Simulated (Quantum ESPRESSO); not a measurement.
## PbS (Galena) in Quantum ESPRESSO: the effect of functional

PbS (Galena):

```
CELL_PARAMETERS angstrom
0.00000 2.96575 2.96575
2.96575 0.00000 2.96575
2.96575 2.96575 0.00000
ATOMIC_POSITIONS crystal
Pb 0.00000 0.00000 0.00000
S 0.50000 0.50000 0.50000
```

Alike in all runs:

* Program: Quantum ESPRESSO 7.5
* Task: phonons
* Cutoff: 762 eV
* Density cutoff: 3048 eV
* k mesh: 4 × 4 × 4, shifted
* Occupations: fermi-dirac, width 0.05 eV
* Spin: no spin polarisation

Each run relaxes the cell or the atoms first.

Question: One run gave: relaxed volume 25.72 Å³/atom; dielectric constant 13.13 mean; highest phonon frequency 88 cm⁻¹. Which functional did it use?
A. LDA
B. PBE
C. WC
D. vdW-DF-cx
E. RPBE

Answer: C.

```tsv
functional	potentials or basis	relaxed volume (Å³/atom)	dielectric constant (mean)	highest phonon frequency (cm⁻¹)
LDA	PseudoDojo 0.4.1 SR LDA standard	24.91	13.82	92
PBE	PseudoDojo 0.4.1 SR PBE standard	27.06	11.90	61
revPBE	PseudoDojo 0.4.1 SR PBE standard	27.73	11.38	42
RPBE	PseudoDojo 0.4.1 SR PBE standard	28.01	11.20	31
WC	PseudoDojo 0.4.1 SR PBE standard	25.72	13.13	88
vdW-DF-cx	PseudoDojo 0.4.1 SR PBE standard	25.95	12.78	90
```

Caveats: the potentials were made for another functional, which shifts forces and pressure (some runs).

Not every run made on this cell is shown here.
